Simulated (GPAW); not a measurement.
As, 2 atoms in the cell. It takes space group R-3m (No. 166, trigonal). Conventional cell: a = 3.762 Å, b = 3.762 Å, c = 10.542 Å, α = 90.00°, β = 90.00°, γ = 120.00°. As (site symmetry 3m) is surrounded by 3 As at 2.51 Å. 

- Program: GPAW 26.7.0
- Task: equation of state
- Functional: PBE
- Potentials or basis: GPAW PAW data sets (gpaw-data 1.2.1)
- Cutoff: 600 eV
- Basis: pw
- k mesh: 9 × 9 × 9
- Occupations: fermi-dirac, width 0.05 eV
- Spin: no spin polarisation
- Maxiter: 150
- Eos scales: [0.94, 0.96, 0.98, 1.0, 1.02, 1.04, 1.06]

Potentials or basis: GPAW PAW data sets (gpaw-data 1.2.1), pw.

Run with:

```console
$ OMP_NUM_THREADS=1 python run.py
```

Hardware: 1 thread of Arm Neoverse V2, with other jobs on the host.

Estimate the wall time of this run.

It took 2.4 min on 1 thread of Arm Neoverse V2, with other jobs on the host, peak memory 0.33 GiB. Counts: scf iterations 56, plane waves 1409, bands 13, k points 85.
